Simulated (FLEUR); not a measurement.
## KTaO3: equation of state with PBEsol

Crystal: KTaO3.

```
Ta K O
1.0
     3.98830    0.00000    0.00000
     0.00000    3.98830    0.00000
     0.00000    0.00000    3.98830
Ta K O
1 1 3
Direct
  0.00000 0.00000 0.00000
  0.50000 0.50000 0.50000
  0.00000 0.00000 0.50000
  0.00000 0.50000 0.00000
  0.50000 0.00000 0.00000
```

```yaml
Program: FLEUR MaX-R8.1 (later development tree)
Task: equation of state
Functional: PBEsol
Potentials_or_basis: all-electron
Basis: FLAPW
Kmax: 5.58 1/bohr
k_mesh: 7 × 7 × 7
Occupations: fermi-dirac, width 0.05 eV
Spin: no spin polarisation
```

```yaml
Equilibrium_volume: 12.66 Å³/atom
Bulk_modulus: 201 GPa
Pressure_derivative_of_the_bulk_modulus: "4.4 (rough: it moves with the points fitted)"
```

Energy against volume, from the lowest point:
| volume (Å³/atom) | energy (meV/atom) |
| --- | --- |
| 11.927 | 29.99 |
| 12.180 | 12.37 |
| 12.688 | 0.00 |
| 13.196 | 12.98 |
| 13.449 | 27.43 |

Caveat: the cutoff is high for the widest sphere, where the basis turns nearly dependent and energies can drift low. The run has no spin-orbit coupling, so splittings on Ta are missing.
